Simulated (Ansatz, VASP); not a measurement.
# Ir: VASP beside Ansatz

```
Ir
1.0
     0.00000    1.89375    1.89375
     1.89375    0.00000    1.89375
     1.89375    1.89375    0.00000
Ir
1
Direct
  0.00000 0.00000 0.00000
```

Change from the starting cell: volume scaled by 0.96, crystal datasets.

Alike in both runs: task electric field gradients; functional PBE; k mesh 15 × 15 × 15; occupations fermi-dirac, width 0.05 eV; no spin polarisation.

|  | VASP | Ansatz |
| --- | --- | --- |
| version | VASP 6.6.1 | Ansatz 0.2.0 |
| potentials or method | VASP PAW PBE potentials, release 64 (Ir), cutoff 520 eV | all-electron PAW with datasets made for the crystal, scalar-relativistic |

|  | VASP | Ansatz | Ansatz less VASP |
| --- | --- | --- | --- |
| pressure (GPa) | 27.5 | 26.5 | -0.96 |
| Vzz of the field gradient on the site that differs most (V/Å²) | 0.0 | 0.0 | 0.00 |

Ansatz ran all-electron here, so the differences hold the error of VASP's frozen core and of both bases. Ansatz warned: «gradients_without_spin_orbit».

Caveats: so large a pressure means that the cell lies far from this level's equilibrium, or that cutoff or potentials fall short (VASP). Spin-orbit coupling is left out, which matters for the levels of Ir.
